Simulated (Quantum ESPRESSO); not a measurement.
Crystal: MgO.

```
Mg O
1.0
     0.00000    2.09700    2.09700
     2.09700    0.00000    2.09700
     2.09700    2.09700    0.00000
Mg O
1 1
Direct
  0.00000 0.00000 0.00000
  0.50000 0.50000 0.50000
```

The cell is a database's computed one.

| Item | Value |
| --- | --- |
| Program | Quantum ESPRESSO 7.5 |
| Task | phonons |
| Functional | PBE |
| Potentials or basis | SPMS 1.0 PBE |
| Cutoff | 1197 eV |
| Density cutoff | 4789 eV |
| k mesh | 6 × 6 × 6, shifted |
| Occupations | fermi-dirac, width 0.05 eV |
| Spin | no spin polarisation |
| Mixing beta | 0.5 |
| Most SCF iterations | 120 |
| SCF threshold | 4e-10 Ry |

The first run showed a gap, so the response started from a second, tighter run with fixed occupations.

Q: Which optical modes does the crystal have at the zone centre, and which show in infrared and Raman spectra?

A: The optical modes are T1u. Infrared active: T1u. None is Raman active.

Optical modes at Γ, degenerate ones joined, polar ones without the macroscopic field:
| cm⁻¹ | components | symmetry | active in | IR intensity, summed ((D/Å)²/amu) |
| --- | --- | --- | --- | --- |
| 409 | 3 | T1u | IR | 28.30 |

Zone-centre frequencies without and with the macroscopic field along z (cm⁻¹):
```
                optical modes in rising order
       without                    409 409 409
with the field                    409 409 713
```

Born effective charge tensors (e):
atom 1, Mg
```
1.99 0.00 0.00
0.00 1.99 0.00
0.00 0.00 1.99
```
atom 2, O
```
-1.99  0.00  0.00
 0.00 -1.99  0.00
 0.00  0.00 -1.99
```

Caveat: the cell is more than 3 GPa from zero pressure, which shifts response properties.
